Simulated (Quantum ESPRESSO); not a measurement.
# TaN (P-6m2) in Quantum ESPRESSO: settings compared, part 2 of 2

Quantum ESPRESSO 7.5. Earlier steps stand in the parts before.

## Step 3: Single point, PBEsol, 10.13 Å³/atom

File pw.in:

```
&CONTROL
  calculation = 'scf'
  prefix = 'pwscf'
  outdir = './tmp'
  pseudo_dir = './pseudo'
  tprnfor = .true.
  tstress = .true.
  disk_io = 'nowf'
/
&SYSTEM
  ibrav = 0
  nat = 2
  ntyp = 2
  ecutwfc = 84
  nbnd = 15
  occupations = 'smearing'
  smearing = 'fd'
  degauss = 0.00367493
/
&ELECTRONS
  conv_thr = 4d-10
  electron_maxstep = 120
  mixing_beta = 0.5
/
ATOMIC_SPECIES
Ta   180.9479 Ta.upf
N     14.0070 N.upf
CELL_PARAMETERS angstrom
   2.8780239874    0.0000000000    0.0000000000
  -1.4390119937    2.4924418858    0.0000000000
   0.0000000000    0.0000000000    2.8241467514
ATOMIC_POSITIONS crystal
Ta     0.0000000000    0.0000000000    0.5000000000
N      0.6666666667    0.3333333333    0.0000000000
K_POINTS automatic
10 10 9 0 0 0
```

Potentials or basis: PseudoDojo 0.4.1 SR PBEsol standard.

Command:

```console
$ OMP_NUM_THREADS=1 pw.x -in pw.in > pw.out
```

pw.out:

```text
This program is part of the open-source Quantum ESPRESSO suite
     for quantum simulation of materials; please cite
[... 9 lines left out ...]
     --------------------
     sticks:   dense  smooth     PW     G-vecs:    dense   smooth      PW
     Sum         673     673    199                14215    14215    2351

     Using Slab Decomposition

     bravais-lattice index     =            0
     lattice parameter (alat)  =       5.4387  a.u.
     unit-cell volume          =     136.7110 (a.u.)^3
     number of atoms/cell      =            2
     number of atomic types    =            2
     number of electrons       =        18.00
     number of Kohn-Sham states=           15
     kinetic-energy cutoff     =      84.0000  Ry
     charge density cutoff     =     336.0000  Ry
     scf convergence threshold =      4.0E-10
     mixing beta               =       0.5000
     number of iterations used =            8  plain     mixing
     Exchange-correlation= PBESOL
                           (   1   4  10   8   0   0   0)

     celldm(1)=   5.438677  celldm(2)=   0.000000  celldm(3)=   0.000000
     celldm(4)=   0.000000  celldm(5)=   0.000000  celldm(6)=   0.000000

     crystal axes: (cart. coord. in units of alat)
               a(1) = (   1.000000   0.000000   0.000000 )
               a(2) = (  -0.500000   0.866025   0.000000 )
               a(3) = (   0.000000   0.000000   0.981280 )

     reciprocal axes: (cart. coord. in units 2 pi/alat)
               b(1) = (  1.000000  0.577350 -0.000000 )
               b(2) = (  0.000000  1.154701  0.000000 )
               b(3) = (  0.000000 -0.000000  1.019077 )

     PseudoPot. # 1 for Ta read from file:
     Ta.upf
     Pseudo is Norm-conserving + core correction, Zval = 13.0
     Generated using ONCVPSP code by D. R. Hamann
     Using radial grid of 1432 points,  8 beta functions with:
                l(1) =   0
                l(2) =   0
                l(3) =   1
                l(4) =   1
                l(5) =   2
                l(6) =   2
                l(7) =   3
                l(8) =   3

     PseudoPot. # 2 for N  read from file:
     N.upf
     Pseudo is Norm-conserving + core correction, Zval =  5.0
     Generated using ONCVPSP code by D. R. Hamann
     Using radial grid of 1058 points,  4 beta functions with:
                l(1) =   0
                l(2) =   0
                l(3) =   1
                l(4) =   1

     atomic species   valence    mass     pseudopotential
     Ta               13.00   180.94790     Ta( 1.00)
     N                 5.00    14.00700     N ( 1.00)

     12 Sym. Ops. (no inversion) found

   Cartesian axes

     site n.     atom                  positions (alat units)
         1        Ta     tau(   1) = (   0.0000000   0.0000000   0.4906399  )
         2        N      tau(   2) = (   0.5000000   0.2886751   0.0000000  )

     number of k points=    70  Fermi-Dirac smearing, width (Ry)=  0.0037
                       cart. coord. in units 2pi/alat
        k(    1) = (   0.0000000   0.0000000   0.0000000), wk =   0.0022222
        k(    2) = (   0.0000000   0.0000000   0.1132308), wk =   0.0044444
        k(    3) = (   0.0000000   0.0000000   0.2264616), wk =   0.0044444
        k(    4) = (   0.0000000   0.0000000   0.3396924), wk =   0.0044444
        k(    5) = (   0.0000000   0.0000000   0.4529233), wk =   0.0044444
        k(    6) = (   0.0000000   0.1154701   0.0000000), wk =   0.0133333
[... 62 lines left out ...]
        k(   69) = (   0.3000000   0.5196152   0.3396924), wk =   0.0266667
        k(   70) = (   0.3000000   0.5196152   0.4529233), wk =   0.0266667

     Dense  grid:    14215 G-vectors     FFT dimensions: (  32,  32,  32)

     Initial potential from superposition of free atoms

     starting charge      17.9992, renormalised to      18.0000
     Starting wfcs are   14 randomized atomic wfcs +    1 random wfcs

     Self-consistent Calculation

     iteration #  1     ecut=    84.00 Ry     beta= 0.50
     Davidson diagonalization with overlap
     ethr =  1.00E-02,  avg # of iterations =  4.5

     total energy              =    -150.89722454 Ry
     estimated scf accuracy    <       0.35376750 Ry

     iteration #  2     ecut=    84.00 Ry     beta= 0.50
     Davidson diagonalization with overlap
     ethr =  1.97E-03,  avg # of iterations =  2.0

     total energy              =    -150.99868885 Ry
     estimated scf accuracy    <       0.16300858 Ry

     iteration #  3     ecut=    84.00 Ry     beta= 0.50
     Davidson diagonalization with overlap
     ethr =  9.06E-04,  avg # of iterations =  1.4
[... 29 lines left out ...]
     total energy              =    -151.02932478 Ry
     estimated scf accuracy    <       0.00000003 Ry

     iteration #  8     ecut=    84.00 Ry     beta= 0.50
     Davidson diagonalization with overlap
     ethr =  1.44E-10,  avg # of iterations =  2.0

     total energy              =    -151.02932479 Ry
     estimated scf accuracy    <          9.2E-10 Ry

     iteration #  9     ecut=    84.00 Ry     beta= 0.50
     Davidson diagonalization with overlap
     ethr =  5.12E-12,  avg # of iterations =  2.0

     End of self-consistent calculation

          k = 0.0000 0.0000 0.0000 (  1773 PWs)   bands (ev):

   -46.9483 -13.2605 -12.9691 -12.9691   3.1557  16.4811  16.4811  16.8274
    18.3257  23.9906  25.2012  25.2012  25.6926  25.6926  34.6826

          k = 0.0000 0.0000 0.1132 (  1761 PWs)   bands (ev):

   -46.9405 -13.4080 -12.9572 -12.9572   3.4456  16.0392  16.5880  16.5880
    19.0014  23.8641  23.8641  24.4015  26.5229  26.5229  35.2357

          k = 0.0000 0.0000 0.2265 (  1768 PWs)   bands (ev):

   -46.9207 -13.7657 -12.9268 -12.9268   4.2187  14.5053  16.8629  16.8629
    20.5008  22.4540  22.4540  25.4013  26.4836  26.4836  36.0074

          k = 0.0000 0.0000 0.3397 (  1750 PWs)   bands (ev):

   -46.8980 -14.1484 -12.8921 -12.8921   5.2273  12.8941  17.1654  17.1654
    21.5546  21.5546  22.3809  25.6756  25.6756  26.8592  34.3317
[... 93 lines left out ...]
   -46.8300 -14.0610 -13.5304 -13.1800   5.4798  12.9673  15.6829  16.7251
    19.4626  24.2304  25.2429  26.6915  27.8189  30.8911  34.4426

          k = 0.0000 0.4619 0.3397 (  1782 PWs)   bands (ev):

   -46.8084 -13.9917 -13.8644 -13.1378   5.4177  13.1567  15.5668  15.9370
    20.2317  24.5530  25.7559  27.1313  28.4148  31.7215  34.6478

          k = 0.0000 0.4619 0.4529 (  1779 PWs)   bands (ev):

   -46.7943 -14.0808 -13.9388 -13.1100   5.3352  13.5235  15.1995  15.4801
    20.5415  25.4861  26.1616  27.4715  28.6266  32.5037  34.6113

          k = 0.0000-0.5774 0.0000 (  1774 PWs)   bands (ev):

   -46.8466 -14.2595 -13.2580 -13.0762   5.7004  12.6781  15.8108  17.5852
    18.0392  24.5922  25.7354  26.8811  27.1064  29.3160  33.3572

          k = 0.0000-0.5774 0.1132 (  1780 PWs)   bands (ev):

   -46.8392 -14.2342 -13.2433 -13.2009   5.6869  12.6665  15.6577  17.5939
    18.2779  25.0487  25.0591  27.0322  27.2655  30.0272  33.4408

          k = 0.0000-0.5774 0.2265 (  1784 PWs)   bands (ev):

   -46.8204 -14.1693 -13.5065 -13.2059   5.5972  12.6954  15.6634  16.6675
    19.5456  24.2661  25.9637  27.3009  27.7366  31.2862  33.5697

          k = 0.0000-0.5774 0.3397 (  1776 PWs)   bands (ev):

   -46.7989 -14.0941 -13.8382 -13.1630   5.4128  12.9826  15.5283  15.8165
    20.5881  24.5889  26.7327  27.6162  28.4107  32.0156  34.0246

          k = 0.0000-0.5774 0.4529 (  1770 PWs)   bands (ev):

   -46.7848 -14.0484 -14.0422 -13.1348   5.2553  13.4993  15.0286  15.3329
    21.0686  25.7123  27.1425  27.9165  28.9324  32.2787  34.2864

          k = 0.1000 0.1732 0.0000 (  1760 PWs)   bands (ev):

   -46.9212 -13.3315 -13.2118 -13.0585   3.8066  15.0638  16.9176  17.4925
    17.6098  24.0174  25.2603  25.3980  25.9668  26.4933  34.6942

          k = 0.1000 0.1732 0.1132 (  1762 PWs)   bands (ev):

   -46.9135 -13.3685 -13.2998 -13.0457   4.0362  15.2321  16.2125  16.9942
    18.6088  23.4910  24.1685  25.8284  26.6223  27.0832  34.4531

          k = 0.1000 0.1732 0.2265 (  1763 PWs)   bands (ev):

   -46.8939 -13.7015 -13.2693 -13.0131   4.6273  14.7071  15.7150  16.9522
    19.6447  22.5216  23.5301  26.0187  27.1165  27.7968  34.5209
[... 173 lines left out ...]
   -46.8096 -13.9156 -13.6515 -13.4786   5.7854  13.9398  14.8481  15.4019
    20.6187  24.0494  25.6929  26.0914  28.2884  32.7279  34.8667

          k = 0.3000 0.5196 0.3397 (  1785 PWs)   bands (ev):

   -46.7882 -13.8478 -13.8034 -13.5953   5.5135  13.1879  14.6835  16.3487
    20.7641  25.4583  26.4492  27.6666  28.2357  31.6452  34.2754

          k = 0.3000 0.5196 0.4529 (  1794 PWs)   bands (ev):

   -46.7742 -14.0102 -13.8003 -13.5582   5.3278  12.7119  14.4948  17.2144
    20.8773  26.2963  26.7457  28.4346  29.2167  31.4821  33.8303

     the Fermi energy is    21.3824 ev

!    total energy              =    -151.02932479 Ry
     estimated scf accuracy    <          1.3E-11 Ry
     smearing contrib. (-TS)   =      -0.00002013 Ry
     internal energy E=F+TS    =    -151.02930466 Ry

     The total energy is F=E-TS. E is the sum of the following terms:
     one-electron contribution =      -4.44227433 Ry
     hartree contribution      =      14.73036360 Ry
     xc contribution           =     -35.71492871 Ry
     ewald contribution        =    -125.60246523 Ry

     convergence has been achieved in   9 iterations

     Forces acting on atoms (cartesian axes, Ry/au):

     atom    1 type  1   force =     0.00000000    0.00000000    0.00000000
     atom    2 type  2   force =     0.00000000    0.00000000    0.00000000

     Total force =     0.000000     Total SCF correction =     0.000000

     Computing stress (Cartesian axis) and pressure

          total   stress  (Ry/bohr**3)                   (kbar)     P=      188.31
   0.00122531  -0.00000000   0.00000000          180.25       -0.00        0.00
  -0.00000000   0.00122531   0.00000000           -0.00      180.25        0.00
   0.00000000   0.00000000   0.00138972            0.00        0.00      204.44

=------------------------------------------------------------------------------=
   JOB DONE.
=------------------------------------------------------------------------------=
```

Run time: 14 s. Hardware: 1 thread of Arm Neoverse V2, shared host; peak memory 0.07 GiB.

Results:

```
Free energy            : -2054.8586 eV
Pressure               : 18.8 GPa
Band gap on the k mesh : none (metal or under the smearing width)
```

## Step 4: Single point, PBEsol, 10.34 Å³/atom

pw.in, as its differences from that of step 3:

```diff
@@ -28,5 +28,5 @@
 CELL_PARAMETERS angstrom
-   2.8780239874    0.0000000000    0.0000000000
-  -1.4390119937    2.4924418858    0.0000000000
-   0.0000000000    0.0000000000    2.8241467514
+   2.8982924298    0.0000000000    0.0000000000
+  -1.4491462149    2.5099948717    0.0000000000
+   0.0000000000    0.0000000000    2.8440357641
 ATOMIC_POSITIONS crystal
```

Command:

```console
$ OMP_NUM_THREADS=1 pw.x -in pw.in > pw.out
```

It took 14 s on 1 thread of Arm Neoverse V2, shared host; peak memory 0.07 GiB.

The run converged. Its results:

```
Free energy            : -2054.8972 eV
Pressure               : 10.0 GPa
Band gap on the k mesh : none (metal or under the smearing width)
```

## Step 5: Single point, PBEsol, 10.56 Å³/atom

pw.in, as its differences from that of step 4:

```diff
@@ -28,5 +28,5 @@
 CELL_PARAMETERS angstrom
-   2.8982924298    0.0000000000    0.0000000000
-  -1.4491462149    2.5099948717    0.0000000000
-   0.0000000000    0.0000000000    2.8440357641
+   2.9182812851    0.0000000000    0.0000000000
+  -1.4591406425    2.5273057282    0.0000000000
+   0.0000000000    0.0000000000    2.8636504237
 ATOMIC_POSITIONS crystal
```

Command:

```console
$ OMP_NUM_THREADS=1 pw.x -in pw.in > pw.out
```

Wall time 21 s (1 thread of Arm Neoverse V2, shared host); peak memory 0.07 GiB.

It converged, with:

```
Free energy            : -2054.9131 eV
Pressure               : 2.0 GPa
Band gap on the k mesh : none (metal or under the smearing width)
```

## Step 6: Single point, PBEsol, 10.78 Å³/atom

pw.in, as its differences from that of step 5:

```diff
@@ -28,5 +28,5 @@
 CELL_PARAMETERS angstrom
-   2.9182812851    0.0000000000    0.0000000000
-  -1.4591406425    2.5273057282    0.0000000000
-   0.0000000000    0.0000000000    2.8636504237
+   2.9380000000    0.0000000000    0.0000000000
+  -1.4690000000    2.5443826363    0.0000000000
+   0.0000000000    0.0000000000    2.8830000000
 ATOMIC_POSITIONS crystal
```

Potentials or basis: PseudoDojo 0.4.1 SR PBEsol standard.

Command:

```console
$ OMP_NUM_THREADS=1 pw.x -in pw.in > pw.out
```

It took 21 s on 1 thread of Arm Neoverse V2, shared host; peak memory 0.07 GiB.

The run converged. Its results:

* Free energy: -2054.9087 eV
* Pressure: -5.2 GPa
* Band gap on the k mesh: none (metal or under the smearing width)

## Step 7: Single point, PBEsol, 10.99 Å³/atom

pw.in, as its differences from that of step 6:

```diff
@@ -28,5 +28,5 @@
 CELL_PARAMETERS angstrom
-   2.9380000000    0.0000000000    0.0000000000
-  -1.4690000000    2.5443826363    0.0000000000
-   0.0000000000    0.0000000000    2.8830000000
+   2.9574575207    0.0000000000    0.0000000000
+  -1.4787287603    2.5612333435    0.0000000000
+   0.0000000000    0.0000000000    2.9020932717
 ATOMIC_POSITIONS crystal
```

Command:

```console
$ OMP_NUM_THREADS=1 pw.x -in pw.in > pw.out
```

It took 21 s on 1 thread of Arm Neoverse V2, shared host; peak memory 0.07 GiB.

It converged, with:

| Property | Result |
| --- | --- |
| Free energy | -2054.8860 eV |
| Pressure | -11.6 GPa |
| Band gap on the k mesh | none (metal or under the smearing width) |

## Step 8: Single point, PBEsol, 11.21 Å³/atom

pw.in, as its differences from that of step 7:

```diff
@@ -28,5 +28,5 @@
 CELL_PARAMETERS angstrom
-   2.9574575207    0.0000000000    0.0000000000
-  -1.4787287603    2.5612333435    0.0000000000
-   0.0000000000    0.0000000000    2.9020932717
+   2.9766623284    0.0000000000    0.0000000000
+  -1.4883311642    2.5778651949    0.0000000000
+   0.0000000000    0.0000000000    2.9209385612
 ATOMIC_POSITIONS crystal
```

Command:

```console
$ OMP_NUM_THREADS=1 pw.x -in pw.in > pw.out
```

Wall time 25 s (1 thread of Arm Neoverse V2, shared host); peak memory 0.07 GiB.

It converged, with:

- Free energy: -2054.8469 eV
- Pressure: -17.4 GPa
- Band gap on the k mesh: none (metal or under the smearing width)

## Step 9: Single point, PBEsol, 11.42 Å³/atom

pw.in, as its differences from that of step 8:

```diff
@@ -28,5 +28,5 @@
 CELL_PARAMETERS angstrom
-   2.9766623284    0.0000000000    0.0000000000
-  -1.4883311642    2.5778651949    0.0000000000
-   0.0000000000    0.0000000000    2.9209385612
+   2.9956224723    0.0000000000    0.0000000000
+  -1.4978112361    2.5942851611    0.0000000000
+   0.0000000000    0.0000000000    2.9395437670
 ATOMIC_POSITIONS crystal
```

Potentials or basis: PseudoDojo 0.4.1 SR PBEsol standard.

Command:

```console
$ OMP_NUM_THREADS=1 pw.x -in pw.in > pw.out
```

It took 25 s on 1 thread of Arm Neoverse V2, shared host; peak memory 0.07 GiB.

The run converged. Its results:

- Free energy: -2054.7932 eV
- Pressure: -22.5 GPa
- Band gap on the k mesh: none (metal or under the smearing width)

## Step 10: Equation of state, PBEsol

Potentials or basis: PseudoDojo 0.4.1 SR PBEsol standard.

This step only gathers the single runs of the series.

Results:

- Equilibrium volume: 10.62 Å³/atom
- Bulk modulus at fixed shape and positions: 361 GPa
- Pressure derivative of the bulk modulus: 4.3

Energy against volume, from the lowest point:
```
volume (Å³/atom)  energy (meV/atom)
          10.129              27.22
          10.345               7.95
          10.560               0.00
          10.776               2.21
          10.991              13.55
          11.207              33.08
          11.422              59.96
```

Caveat: the cell was scaled at fixed shape and fractional positions, which overstates the stiffness of a crystal with free parameters, most of all of layers and chains.
